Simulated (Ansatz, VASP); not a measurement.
**Pt in VASP and in Ansatz**

```
Pt
1.0
     0.00000    2.08431    1.93543
     2.08431    0.00000    1.93543
     2.08431    2.08431    0.00000
Pt
1
Direct
  0.00000 0.00000 0.00000
```

Change from the starting cell: strain +0.050 along x and y, -0.025 along z, atoms carried along.

Alike in both runs: task single point; functional PBE; k mesh 26 × 26 × 26; occupations gaussian, width 0.15 eV; no spin polarisation.

|  | VASP | Ansatz |
| --- | --- | --- |
| version | VASP 6.6.1 | Ansatz 0.2.0 |
| potentials or method | VASP PAW PBE potentials, release 64 (Pt) | scalar-relativistic, plane waves, PAW |
| plane-wave cutoff (eV) | 520 | 420 |
| valence electrons in the cell | 10 | 18 |

VASP gave:

```
gap on the k mesh at the Fermi level (eV)       : none
pressure (GPa)                                  : -14.6
largest component of the traceless stress (GPa) : 2.15
```

Q: Which values does Ansatz return?

A: gap on the k mesh at the Fermi level (eV): none; pressure (GPa): -14.2; largest component of the traceless stress (GPa): 2.17.

A gap of «none» marks a metal or a gap that the smearing closes. The functional is the same, so the differences come from potentials, cutoffs and numerics. The two sets of potentials don't hold the same shells in valence.

The runs have no spin-orbit coupling, so splittings on Pt are missing.
